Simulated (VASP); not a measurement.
Here is a VASP 6.6.1 calculation.

run.py

```python
from ase import Atoms
from ase.calculators.vasp import Vasp
from ase.dft.dos import DOS

atoms = Atoms(
    ['Zr', 'Zr'],
    cell=[[3.4815664591, 0.0, 0.0], [-1.7407832295, 3.0151249985, 0.0], [0.0, 0.0, 5.5444376748]],
    scaled_positions=[[0.6666666667, 0.3333333333, 0.75], [0.3333333333, 0.6666666667, 0.25]],
    pbc=True,
)
calc = Vasp(
    directory='calc',
    xc='rev-vdw-df2',
    pp='PBE',
    setups='minimal',
    pp_version='54',
    prec='Accurate',
    encut=500,
    ediff=1e-06,
    ismear=-1,
    sigma=0.1,
    lreal=False,
    lasph=True,
    nelm=60,
    algo='Fast',
    isif=2,
    lwave=False,
    lcharg=False,
    lmaxmix=4,
    lorbit=11,
    kpts=[9, 9, 5],
    gamma=True,
)
atoms.calc = calc

print('energy (eV):', atoms.get_potential_energy())
print('free energy (eV):', atoms.get_potential_energy(force_consistent=True))
print('forces (eV/A):')
print(atoms.get_forces())
print('stress (eV/A^3, Voigt):', atoms.get_stress())
print('Fermi level (eV):', calc.get_fermi_level())
dos = DOS(calc, width=0.2, window=(-10, 10), npts=201)
print('E - E_F (eV), DOS (1/eV)')
for e, g in zip(dos.get_energies(), dos.get_dos()):
    print(f'{e:8.3f} {g:10.4f}')
```

Potentials or basis: VASP PAW PBE potentials, release 54 (Zr_sv).

The run is started by

```console
$ python run.py
```

(1) Predict the pressure.

(2) Estimate the band gap on the k mesh.

Answers

(1) -15.3 GPa.

(2) none (metal or under the smearing width).

Caveat: the PAW data sets were made with another functional, which shifts forces and pressure a little.
